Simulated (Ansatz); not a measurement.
Program: Ansatz. Geometries: PBE0-D4/def2-TZVP. ΔE: electronic, gas phase. CBS: MP2 limit from def2 TZ/QZ plus the TZ coupled-cluster correction, frozen cores. This one scheme is used for every species. Functionals use def2-TZVPP. For As outer-core shells are correlated without core-valence functions, which leaves a few kJ/mol of doubt a bond. Scalar relativity is left out up to krypton. Each species was taken in one conformer, which may not be the lowest.

Reaction (formal hydrolysis of the As–O bond): `CC(=O)O[AsH2]` + H₂O → `O[AsH2]` + `CC(=O)O`

```
       level  ΔE (kJ/mol)
      revPBE          3.1
HF/CBS(def2)         -2.5
```

Question: What does CCSD(T)/CBS give? (Estimate.)

Answer: Ansatz gave: +13.5 kJ/mol. The listed levels differ from it by -10.4, -16.0 kJ/mol.

Question: What do rigid-rotor, harmonic-oscillator terms from PBE0-D4/def2-TZVP frequencies (298.15 K, 1 bar) make of the CCSD(T)/CBS value? (Estimate.)

Answer: The calculation gave: ΔZPE = +5.8 kJ/mol, ΔH = +16.1 kJ/mol, ΔS = 18 J/(mol·K), ΔG = +10.7 kJ/mol.

Largest T1 diagnostic among the species: 0.015.

The D4 term adds +7.9 kJ/mol with B3LYP and +4.4 kJ/mol with PBE0; it sums over pairs of atoms, weighted by their polarisabilities, and B3LYP, whose exchange is more repulsive, gets the larger term. Leaving LDA and LC-ωPBE aside and taking each functional with its dispersion term where it has one, the values, not all of them listed here, spread over 7.2 kJ/mol, from ωB97X-V to BLYP-D4. LDA lies +5.2 kJ/mol from PBE without D4. In def2-TZVPP, CCSD(T) changes the Hartree–Fock value by +14.2 kJ/mol (the triples alone add +3.0 kJ/mol) and MP2 by +15.9 kJ/mol.

CCSD(T)/CBS has its own doubt, a few kJ/mol and more with outer-core shells, so smaller differences from it don't rank the levels.

B3LYP here is the variant with VWN-RPA as its local correlation; programs differ in this.
